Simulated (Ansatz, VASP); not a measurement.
# One calculation of SiC, two programs

The input INCAR:

```
SYSTEM = SiC
ALGO = Normal
EDIFF = 1E-6
ENCUT = 520
GGA = PS
ISIF = 2
ISMEAR = -1
LASPH = .TRUE.
LCHARG = .FALSE.
LREAL = .FALSE.
LWAVE = .FALSE.
NBANDS = 16
NELM = 60
PREC = Accurate
SIGMA = 0.08
```

Contents of KPOINTS:

```
k-points
0
G
  15 15 8
  0 0 0
```

File POSCAR:

```
SiC
1.0
    3.0759982064      0.0000000000      0.0000000000
   -1.5379991032      2.6638925888      0.0000000000
    0.0000000000      0.0000000000      5.1994400000
Si C
2 2
Direct
    0.3333333333      0.6666666667      0.0000000000
    0.6666666667      0.3333333333      0.5000000000
    0.3333333333      0.6666666667      0.3850000000
    0.6666666667      0.3333333333      0.8850000000
```

Input for Ansatz:

```yaml
crystal:
  lattice:
    - [3.0759982064, 0.0, 0.0]
    - [-1.5379991032, 2.6638925888, 0.0]
    - [0.0, 0.0, 5.19944]
  atoms:
    - { symbol: Si, position: [0.3333333333, 0.6666666667, 0.0] }
    - { symbol: Si, position: [0.6666666667, 0.3333333333, 0.5] }
    - { symbol: C, position: [0.3333333333, 0.6666666667, 0.385] }
    - { symbol: C, position: [0.6666666667, 0.3333333333, 0.885] }
kpoints:
  mp_grid: { grid: [15, 15, 8] }
  band_path:
    path:
      - [0.0, 0.0, 0.0]
      - [0.5, 0.0, 0.0]
      - [0.3333333333, 0.3333333333, 0.0]
      - [0.0, 0.0, 0.0]
      - [0.0, 0.0, 0.5]
      - [0.5, 0.0, 0.5]
      - [0.3333333333, 0.3333333333, 0.5]
      - [0.0, 0.0, 0.5]
      - [0.5, 0.0, 0.5]
    npoints: 5
scf:
  occupations: { method: fermi_dirac, width: 0.08 }
hamiltonian:
  xc: pbesol
  pseudopotentials: { kind: all_electron, lapw: { basis_error: 0.001 } }
output:
  forces: true
  stress: true
  eigenvalues: true
```

Change from the starting cell: zz strain of +3 %.

Alike in both runs: task single point; functional PBEsol; k mesh 15 × 15 × 8; occupations fermi-dirac, width 0.08 eV; no spin polarisation.

|  | VASP | Ansatz |
| --- | --- | --- |
| version | VASP 6.6.1 | Ansatz 0.2.0 |
| potentials or method | VASP PAW PBE potentials, release 64 (Si, C) | all-electron LAPW, scalar-relativistic |
| plane-wave cutoff (eV) | 520 | see its input |

VASP gave:

- pressure (GPa): -4.7
- largest component of the traceless stress (GPa): 11.71
- rms of the force components (eV/Å): 0.491

Question: Which values does Ansatz return?

Answer: Pressure (GPa): -5.1; largest component of the traceless stress (GPa): 11.53; rms of the force components (eV/Å): 0.485.

Atom by atom the forces differ by 0.006 eV/Å (rms over components). Ansatz ran all-electron here, so the differences hold the error of VASP's frozen core and of both bases.

Caveats: the PAW data sets were made with another functional, which shifts forces and pressure a little (VASP); an odd mesh through Γ misses points on the zone boundary, where band edges often lie.
